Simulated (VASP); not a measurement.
# WS2 (Fm-3m) in VASP: a series of runs

Runs on WS2. Level: PBE+U. Tasks: single point.

All numbers are computed with VASP 6.6.1; they aren't measurements. Logs are shortened: lines on timing, memory, paths and dates and some standing lists are left out, and cuts for length are marked.

**1. Starting point**

It takes space group Fm-3m (No. 225, cubic). Conventional cell: a = 6.016 Å, b = 6.016 Å, c = 6.016 Å, α = 90.00°, β = 90.00°, γ = 90.00°. W (site symmetry m-3m) is surrounded by 8 S at 2.60 Å. S (site symmetry -43m) is surrounded by 4 W at 2.60 Å.

Measurements of this composition are mostly on another form, of space group No. 194.

**2. Single point, PBE+U, collinear spin, ferromagnetic start**

Input file INCAR:

```
SYSTEM = WS2
PREC = Accurate
ENCUT = 520
EDIFF = 1E-7
ISMEAR = 0
SIGMA = 0.05
LREAL = .False.
LASPH = .True.
NELM = 60
ALGO = Fast
ISIF = 2
LWAVE = .False.
LCHARG = .False.
ISPIN = 2
MAGMOM = 0.5 0 0
LORBIT = 11
LMAXMIX = 4
LDAU = .True.
LDAUTYPE = 2
LDAUL = 2 -1
LDAUU = 2 0
LDAUJ = 0 0
LDAUPRINT = 1
GGA = PE
NBANDS = 24
```

Input file KPOINTS:

```
Automatic mesh
0
Gamma
  6 6 6
  0 0 0
```

Input file POSCAR:

```
WS2
1.0
    0.0000000000      3.0079352200      3.0079352200
    3.0079352200      0.0000000000      3.0079352200
    3.0079352200      3.0079352200      0.0000000000
W S
1 2
Direct
    0.0000000000      0.0000000000      0.0000000000
    0.2500000000      0.2500000000      0.2500000000
    0.7500000000      0.7500000000      0.7500000000
```

Potentials or basis: VASP PAW PBE potentials, release 64 (W_sv, S).

Command:

```bash
cat potpaw_PBE.64/W_sv/POTCAR potpaw_PBE.64/S/POTCAR > POTCAR
mpirun -np 1 vasp_std > vasp.out
```

OUTCAR:

```text
SYSTEM = WS2
   PREC = Accurate
   ENCUT = 520
   EDIFF = 1E-7
   ISMEAR = 0
   LREAL = .False.
   LASPH = .True.
   NELM = 60
   ISIF = 2
   ISPIN = 2
   LORBIT = 11
   GGA = PE

 ion  position               nearest neighbor table
   1  0.000  0.000  0.000-   3 2.60   3 2.60   3 2.60   2 2.60   3 2.60   2 2.60   2 2.60   2 2.60

   2  0.250  0.250  0.250-   1 2.60   1 2.60   1 2.60   1 2.60
   3  0.750  0.750  0.750-   1 2.60   1 2.60   1 2.60   1 2.60

  LATTYP: Found a face centered cubic cell.
 ALAT       =     6.0158704400

  Lattice vectors:

 A1 = (   0.0000000000,   3.0079352200,   3.0079352200)
 A2 = (   3.0079352200,   0.0000000000,   3.0079352200)
 A3 = (   3.0079352200,   3.0079352200,   0.0000000000)

Analysis of symmetry for initial positions (statically):
=====================================================================
 Subroutine PRICEL returns:
 Original cell was already a primitive cell.

 Routine SETGRP: Setting up the symmetry group for a
 face centered cubic supercell.

 Subroutine GETGRP returns: Found 48 space group operations
 (whereof 48 operations were pure point group operations)
 out of a pool of 48 trial point group operations.

The static configuration has the point symmetry O_h .

Analysis of symmetry for dynamics (positions and initial velocities):
=====================================================================
 Subroutine PRICEL returns:
 Original cell was already a primitive cell.

 Routine SETGRP: Setting up the symmetry group for a
 face centered cubic supercell.

 Subroutine GETGRP returns: Found 48 space group operations
 (whereof 48 operations were pure point group operations)
 out of a pool of 48 trial point group operations.

The dynamic configuration has the point symmetry O_h .

Analysis of structural, dynamic, and magnetic symmetry:
=====================================================================
 Subroutine PRICEL returns:
 Original cell was already a primitive cell.

 Routine SETGRP: Setting up the symmetry group for a
 face centered cubic supercell.

 Subroutine GETGRP returns: Found 48 space group operations
 (whereof 48 operations were pure point group operations)
 out of a pool of 48 trial point group operations.

The overall configuration has the point symmetry O_h .

 Subroutine INISYM returns: Found 48 space group operations
 (whereof 48 operations are pure point group operations),
 and found     1 'primitive' translations

----------------------------------------------------------------------------------------

                                     Primitive cell

  volume of cell :      54.4296

  direct lattice vectors                    reciprocal lattice vectors
     0.000000000  3.007935220  3.007935220    -0.166226984  0.166226984  0.166226984
     3.007935220  0.000000000  3.007935220     0.166226984 -0.166226984  0.166226984
     3.007935220  3.007935220  0.000000000     0.166226984  0.166226984 -0.166226984

  length of vectors
     4.253862783  4.253862783  4.253862783     0.287913582  0.287913582  0.287913582

  position of ions in fractional coordinates (direct lattice)
     0.000000000  0.000000000  0.000000000
     0.250000000  0.250000000  0.250000000
     0.750000000  0.750000000  0.750000000

  ion indices of the primitive-cell ions
   primitive index   ion index
                 1           1
                 2           2
                 3           3

----------------------------------------------------------------------------------------

 KPOINTS: Automatic mesh

Automatic generation of k-mesh.
 Grid dimensions read from file:
[... 70 lines left out ...]
   EFERMI =   0.00;   METHOD = LEGACY
   ISMEAR =     0;   SIGMA  =   0.05  broadening in eV -4-tet -1-fermi 0-gaus
   EFERMI_NEDOS =   21; number of points for ismear=-14 and -15
   IALGO  =     68    algorithm
   IMIX   =      4    mixing-type and parameters
     AMIX     =   0.40;   BMIX     =  1.00
     AMIX_MAG =   1.60;   BMIX_MAG =  1.00
  volume/ion in A,a.u.               =      18.14       122.44
  Fermi-wavevector in a.u.,A,eV,Ry     =   1.279737  2.418353 22.282634  1.637727
  Thomas-Fermi vector in A             =   2.412205
   LORBIT       =     11    0 simple, 1 ext, 2 COOP (PROOUT), +10 PAW based schemes
 LDA+U is selected, type is set to LDAUTYPE =  2
   angular momentum for each species LDAUL =     2   -1
   U (eV)           for each species LDAUU =   2.0  0.0
   J (eV)           for each species LDAUJ =   0.0  0.0
   GGA     = PE    functional components
   LHFCALC =     F    Hartree Fock is set to
   AEXX    =    0.0000 exact exchange contribution
   IVDW    =     0    specifies the selected vdW correction
   LEPSILON=     F    determine dielectric tensor
   LRPA    =     F    only Hartree local field effects (RPA)
 spin polarized calculation
 RMM-DIIS sequential band-by-band and
 Gauss-broadening in eV      SIGMA  =   0.05
  energy-cutoff  :      520.00
  volume of cell :       54.43
 maximum number of plane-waves:      1484
   NGX = 15   NGY = 15   NGZ = 15

atom =   1  type =  1  l = 2

 onsite density matrix

spin component  1

  0.3222 -0.0000 -0.0000  0.0000 -0.0000
 -0.0000  0.3222 -0.0000  0.0000 -0.0000
 -0.0000 -0.0000  0.7099 -0.0000  0.0000
  0.0000  0.0000 -0.0000  0.3222 -0.0000
 -0.0000 -0.0000  0.0000 -0.0000  0.7099

spin component  2

  0.2312 -0.0000  0.0000 -0.0000  0.0000
 -0.0000  0.2312 -0.0000  0.0000 -0.0000
  0.0000 -0.0000  0.0527 -0.0000  0.0000
 -0.0000  0.0000 -0.0000  0.2312  0.0000
  0.0000 -0.0000  0.0000  0.0000  0.0527

 occupancies and eigenvectors

  o =  0.0527  v =  0.0000  0.0000  0.0000  0.0000  0.0000  0.0000 -0.0000 -0.0865 -0.0000  0.9963      0.0000  0.0000  0.0000  0.0000  0.0000  0.0000  0.0000  0.0000  0.0000  0.0000
  o =  0.0527  v =  0.0000  0.0000  0.0000  0.0000  0.0000  0.0000  0.0000  0.9963  0.0000  0.0865      0.0000  0.0000  0.0000  0.0000  0.0000  0.0000  0.0000  0.0000  0.0000  0.0000
  o =  0.2312  v =  0.0000  0.0000  0.0000  0.0000  0.0000  0.0000  0.0410  0.0000 -0.9992 -0.0000      0.0000  0.0000  0.0000  0.0000  0.0000  0.0000  0.0000  0.0000  0.0000  0.0000
  o =  0.2312  v =  0.0000  0.0000  0.0000  0.0000  0.0000  0.0000  0.9992  0.0000  0.0410  0.0000      0.0000  0.0000  0.0000  0.0000  0.0000  0.0000  0.0000  0.0000  0.0000  0.0000
  o =  0.2312  v =  0.0000  0.0000  0.0000  0.0000  0.0000  1.0000  0.0000  0.0000  0.0000  0.0000      0.0000  0.0000  0.0000  0.0000  0.0000  0.0000  0.0000  0.0000  0.0000  0.0000
  o =  0.3222  v =  0.0000 -0.1848 -0.0000 -0.9828  0.0000  0.0000  0.0000  0.0000  0.0000  0.0000      0.0000  0.0000  0.0000  0.0000  0.0000  0.0000  0.0000  0.0000  0.0000  0.0000
  o =  0.3222  v =  1.0000  0.0000  0.0000  0.0000  0.0000  0.0000  0.0000  0.0000  0.0000  0.0000      0.0000  0.0000  0.0000  0.0000  0.0000  0.0000  0.0000  0.0000  0.0000  0.0000
  o =  0.3222  v =  0.0000  0.9828  0.0000 -0.1848 -0.0000  0.0000  0.0000  0.0000  0.0000  0.0000      0.0000  0.0000  0.0000  0.0000  0.0000  0.0000  0.0000  0.0000  0.0000  0.0000
  o =  0.7099  v =  0.0000 -0.0000 -0.7053  0.0000 -0.7090  0.0000  0.0000  0.0000  0.0000  0.0000      0.0000  0.0000  0.0000  0.0000  0.0000  0.0000  0.0000  0.0000  0.0000  0.0000
  o =  0.7099  v =  0.0000  0.0000 -0.7090  0.0000  0.7053  0.0000  0.0000  0.0000  0.0000  0.0000      0.0000  0.0000  0.0000  0.0000  0.0000  0.0000  0.0000  0.0000  0.0000  0.0000

 number of electron      26.0000000 magnetization       1.9296478

 Free energy of the ion-electron system (eV)
  ---------------------------------------------------
  ext. energy  EPLUGINS =         0.00000000
  ---------------------------------------------------
  free energy    TOTEN  =       -19.46970080 eV

  energy without entropy =      -19.46872196  energy(sigma->0) =      -19.46921138

 E-fermi :   7.8299     XC(G=0): -10.9337

 val. band max:        7.8195265476   @ k =  -0.3333   0.5000   0.1667
 cond. band min:       7.9149322536   @ k =   0.5000   0.3333   0.0000
 fundamental gap:      0.0954057059
 Fermi energy:         7.8299394349

 spin component 1

 k-point     1 :       0.0000    0.0000    0.0000
  band No.  band energies     occupation
      1     -67.8194      1.00000
      2     -32.0740      1.00000
      3     -32.0739      1.00000
      4     -32.0739      1.00000
      5      -7.8729      1.00000
      6      -3.4939      1.00000
[... 421 lines left out ...]
     23      18.8902      0.00000
     24      20.2966      0.00000
 Fermi energy:         7.8299394349

 spin component 2

 k-point     1 :       0.0000    0.0000    0.0000
  band No.  band energies     occupation
      1     -67.0534      1.00000
      2     -31.0361      1.00000
      3     -31.0361      1.00000
      4     -31.0361      1.00000
      5      -7.8084      1.00000
      6      -3.5947      1.00000
[... 421 lines left out ...]
     23      19.1451      0.00000
     24      21.0200      0.00000

------------------------ aborting loop because EDIFF is reached ----------------------------------------

  FORCE on cell =-STRESS in cart. coord.  units (eV):
  Direction    XX          YY          ZZ          XY          YZ          ZX
  --------------------------------------------------------------------------------------
  -------------------------------------------------------------------------------------
  Total       -0.6808612     -0.6808612     -0.6808612      0.0000000      0.0000000      0.0000000
  in kB      -20.0416624    -20.0416624    -20.0416624      0.0000000      0.0000000      0.0000000
  external PRESSURE =     -20.0416624 kB  Pullay stress =       0.0000000 kB

 VOLUME and BASIS-vectors are now :
 -----------------------------------------------------------------------------
  energy-cutoff  :      520.00
  volume of cell :       54.43
      direct lattice vectors                 reciprocal lattice vectors
     0.000000000  3.007935220  3.007935220    -0.166226984  0.166226984  0.166226984
     3.007935220  0.000000000  3.007935220     0.166226984 -0.166226984  0.166226984
     3.007935220  3.007935220  0.000000000     0.166226984  0.166226984 -0.166226984

 POSITION                                       TOTAL-FORCE (eV/Angst)
 -----------------------------------------------------------------------------------
      0.00000      0.00000      0.00000        -0.000000      0.000000     -0.000000
      1.50397      1.50397      1.50397         0.000000      0.000000      0.000000
      4.51190      4.51190      4.51190        -0.000000     -0.000000     -0.000000
 -----------------------------------------------------------------------------------
    total drift:                                0.000000     -0.000000      0.000000

  FREE ENERGIE OF THE ION-ELECTRON SYSTEM (eV)
  ---------------------------------------------------
  free  energy   TOTEN  =       -19.4697007971 eV

  energy  without entropy=      -19.4687219557  energy(sigma->0) =      -19.46921138

 total charge

# of ion       s       p       d       tot
------------------------------------------
    1        2.301   6.219   3.142  11.662
    2        1.349   2.358   0.000   3.707
    3        1.349   2.358   0.000   3.707
--------------------------------------------------
tot          4.998  10.935   3.142  19.075

 magnetization (x)

# of ion       s       p       d       tot
------------------------------------------
    1        0.046   0.041   1.572   1.658
    2       -0.005  -0.072   0.000  -0.076
    3       -0.005  -0.072   0.000  -0.076
--------------------------------------------------
tot          0.036  -0.102   1.572   1.505
```

Wall time 66 s (1 thread of AMD EPYC 7R43 (Zen 3), shared host); peak memory 0.18 GiB.

Results:

```
Free energy                                           : -19.4697 eV
Pressure                                              : -2.0 GPa
Band gap on the k mesh                                : none (metal or under the smearing width)
Net moment                                            : 1.93 μB per cell
Site moments                                          : W +1.66; S -0.08 μB
Valence electrons inside the program's atomic spheres : W 11.66; S 3.71
```

Eigenvalues of the final occupation matrices:
```
    site  spin  trace               eigenvalues
site 1 d     1   2.39  0.32 0.32 0.32 0.71 0.71
site 1 d     2   0.80  0.05 0.05 0.23 0.23 0.23
```

The run has no spin-orbit coupling, so splittings on W are missing. The state reached can hang on the start; a lower one may exist.

**3. Single point, PBE+U, collinear spin, ferromagnetic start**

Input file INCAR:

```
SYSTEM = WS2
  ALGO = Fast
  EDIFF = 1E-7
  ENCUT = 520
  GGA = PE
  ISIF = 2
  ISMEAR = 0
  ISPIN = 2
  LASPH = .True.
  LCHARG = .True.
  LDAU = .True.
  LDAUJ = 0 0
  LDAUL = 2 -1
  LDAUPRINT = 1
  LDAUTYPE = 2
  LDAUU = 2 0
  LELF = .True.
  LMAXMIX = 4
  LORBIT = 11
  LREAL = .False.
  LVHAR = .True.
  LWAVE = .False.
  MAGMOM = 0.5 0 0
  NELM = 100
  PREC = Accurate
  SIGMA = 0.05
```

Input file KPOINTS:

```
k-points
0
Gamma
  6 6 6
  0 0 0
```

POSCAR is that of step 2.

Potentials or basis: VASP PAW PBE potentials, release 64 (W_sv, S).

Command:

```bash
cat potpaw_PBE.64/W_sv/POTCAR potpaw_PBE.64/S/POTCAR > POTCAR
mpirun -np 1 vasp_std > vasp.out
```

Run time: 60 s. Hardware: 1 thread of AMD EPYC 7R43 (Zen 3), shared host; peak memory 0.17 GiB.

The run converged. Its results:

- Free energy: -19.4697 eV
- Pressure: -2.0 GPa
- Band gap on the k mesh: none (metal or under the smearing width)
- Net moment: 1.93 μB per cell
- Site moments: W +1.66; S -0.08 μB
- Valence electrons inside the program's atomic spheres: W 11.66; S 3.71

Levels at points of the mesh, in eV from the Fermi level:
Spin up:
| k point | band 12 | band 13 | band 14 | band 15 | band 16 | band 17 |
| --- | --- | --- | --- | --- | --- | --- |
| (0.00, 0.00, 0.00) | -1.19 | -1.19 | -1.19 | 3.88 | 3.93 | 3.93 |
| (0.50, 0.00, 0.00) | -3.52 | -1.91 | -1.91 | 0.89 | 3.26 | 3.26 |
| (0.50, 0.50, 0.00) | -2.54 | -1.68 | 0.24 | 1.01 | 2.82 | 2.82 |
Spin down:
| k point | band 9 | band 10 | band 11 | band 12 | band 13 | band 14 | band 15 | band 16 |
| --- | --- | --- | --- | --- | --- | --- | --- | --- |
| (0.00, 0.00, 0.00) | -6.13 | -1.21 | -1.21 | -1.21 | -0.02 | -0.02 | 4.49 | 4.49 |
| (0.50, 0.00, 0.00) | -4.59 | -3.53 | -3.47 | -3.47 | 0.41 | 0.41 | 1.79 | 4.36 |
| (0.50, 0.50, 0.00) | -5.44 | -2.61 | -2.61 | -0.60 | 0.16 | 1.35 | 1.96 | 3.22 |

Eigenvalues of the final occupation matrices:
```tsv
site	spin	trace	eigenvalues
site 1 d	1	2.39	0.32 0.32 0.32 0.71 0.71
site 1 d	2	0.80	0.05 0.05 0.23 0.23 0.23
```

(Part 1 of 2 ends here.)
